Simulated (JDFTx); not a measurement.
Cl:

```
CELL_PARAMETERS angstrom
3.14500 -2.25000 0.00000
3.14500 2.25000 0.00000
0.00000 0.00000 8.21000
ATOMIC_POSITIONS crystal
Cl 0.37000 0.63000 0.40000
Cl 0.13000 0.87000 0.90000
Cl 0.63000 0.37000 0.60000
Cl 0.87000 0.13000 0.10000
```

Base run:

| Property | Result |
| --- | --- |
| Program | JDFTx 1.7.0 (patched build) |
| Functional | PBE |
| Potentials or basis | PseudoDojo-SR-PBE-0.5-standard |
| Cutoff | 789 eV |
| Density cutoff | 6313 eV |
| k mesh | 7 × 7 × 4 |
| Occupations | fermi-dirac, width 0.05 eV |
| Spin | no spin polarisation |

Its results: band gap on the k mesh 2.47 eV, indirect (least direct gap 2.53 eV); pressure 0.6 GPa; largest force 0.094 eV/Å.

Problem. After a change of settings the same cell gave: band gap on the k mesh 2.41 eV, indirect (least direct gap 2.46 eV); pressure -0.9 GPa; largest force 0.173 eV/Å. Which change was it?
A. functional from PBE to LDA; potentials or basis from PseudoDojo-SR-PBE-0.5-standard to PseudoDojo-SR-LDA-0.4.1-standard with smoothed tails; cutoff from 789 eV to 762 eV; density cutoff from 6313 eV to 6095 eV
B. k mesh from 7 × 7 × 4 to 5 × 5 × 3
C. functional from PBE to LDA; potentials or basis from PseudoDojo-SR-PBE-0.5-standard to PseudoDojo-SR-LDA-0.4.1-standard; cutoff from 789 eV to 762 eV; density cutoff from 6313 eV to 6095 eV
D. functional from PBE to PBEsol; potentials or basis from PseudoDojo-SR-PBE-0.5-standard to PseudoDojo-SR-PBEsol-0.4.1-standard

Solution. D.

Caveats: the empty levels aren't tightly converged; an odd mesh through Γ misses points on the zone boundary, where band edges often lie.

Not every run made on this cell is shown here.
